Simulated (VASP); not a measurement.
Crystal: ZrB2.

```
Zr B
1.0
     3.17000    0.00000    0.00000
    -1.58500    2.74530    0.00000
     0.00000    0.00000    3.53300
Zr B
1 2
Direct
  0.00000 0.00000 0.00000
  0.66667 0.33333 0.50000
  0.33333 0.66667 0.50000
```

Base run:

| Property | Result |
| --- | --- |
| Program | VASP 6.6.1 |
| Functional | PBE |
| Potentials or basis | VASP PAW PBE potentials, release 64 (Zr_sv, B) |
| Cutoff | 520 eV |
| k mesh | 10 × 10 × 8 |
| Occupations | fermi-dirac, width 0.05 eV |
| Spin | no spin polarisation |

Its results: band gap on the k mesh none (metal or under the smearing width); pressure 0.9 GPa.

Question: The run is repeated on the same cell with these changes: functional from PBE to PBEsol. What comes out?

Answer: Band gap on the k mesh none (metal or under the smearing width); pressure -3.8 GPa.

PBEsol binds more tightly than PBE, so the same cell stands under less pressure.

Caveats: the PAW data sets were made with another functional, which shifts forces and pressure a little (some runs).

Not every run made on this cell is shown here.
